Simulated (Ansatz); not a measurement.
## Strain and the gap of AlN (zincblende)

Zincblende AlN, relaxed with r2SCAN in Ansatz. Space group F-43m (No. 216), cubic; a = 4.370 Å in the conventional setting, 10.43 Å³ an atom. Al has 4 N at 1.89 Å; N has 4 Al at 1.89 Å.

The axes x, y and z are those of this cell:
```yaml
crystal:
  lattice:
    - [0.00000, 2.18488, 2.18488]
    - [2.18488, 0.00000, 2.18488]
    - [2.18488, 2.18488, 0.00000]
  atoms:
    - { symbol: Al, position: [0.00000, 0.00000, 0.00000] }
    - { symbol: N, position: [0.25000, 0.25000, 0.25000] }
```

Unstrained: The PBE gap is indirect, 3.325 eV (Γ to X), below the direct gap of 4.176 eV at Γ. With r2SCAN the valence top lies at Γ and the conduction bottom at X, 3.941 eV higher; the smallest vertical gap, at Γ, is 4.842 eV. HSE06 gives an indirect gap of 4.552 eV, from Γ to X; the least direct gap is 5.547 eV at Γ. Meshes: PBE 10×10×10, r2SCAN 10×10×10, HSE06 8×8×8. Strains are changes of length per length. After each strain the atoms were relaxed again with r2SCAN within the symmetry that the strain leaves, so tilts or polar shifts that break it weren't tested; points keep the names that they have in the unstrained zone. Calculated for a static, non-magnetic cell.

Changes of the least gap in eV (an overlap counts as a negative gap):

| strain | volume change (%) | space group | PBE | r2SCAN | HSE06 | energy rise, r2SCAN (meV/atom) |
| --- | --- | --- | --- | --- | --- | --- |
| uniaxial +1.5 % along [111] | +1.5 | R3m | -0.053 | -0.058 | -0.059 | 3.4 |
| biaxial -1.64 % in x and y, z held | -3.3 | I-4m2 | -0.032 | -0.024 | -0.018 | 8.5 |
| isotropic -0.54 % on every length | -1.6 | F-43m | +0.009 | +0.014 | +0.017 | 1.8 |

Uniaxial +1.5 % along [111], other directions held. HSE06: the gap goes from 4.552 to 4.493 eV (-0.059 eV); with r2SCAN the top three valence levels at Γ, degenerate before, become 2+1 from the top over 125 meV. Stress change with r2SCAN, compression positive: xx -3.03, yy -3.03, zz -3.03, xy -1.94, xz -1.94, yz -1.94 GPa.

Biaxial -1.64 % in x and y, z held. HSE06: the gap goes from 4.552 to 4.534 eV (-0.018 eV); with r2SCAN the top three valence levels at Γ, degenerate before, become 2+1 from the top over 74 meV. Stress change with r2SCAN, compression positive: xx +8.22, yy +8.22, zz +5.73 GPa.

Isotropic -0.54 % on every length. HSE06: the gap goes from 4.552 to 4.569 eV (+0.017 eV). Stress change with r2SCAN, compression positive: xx +3.53, yy +3.53, zz +3.53 GPa. For HSE06, dE_g/d ln V = -1.0 eV over this step.

The meshes of the hybrids are coarse, so their gaps aren't converged to the digits shown.

The splittings at Γ are without spin-orbit coupling, which regroups them where it is of like size or larger.
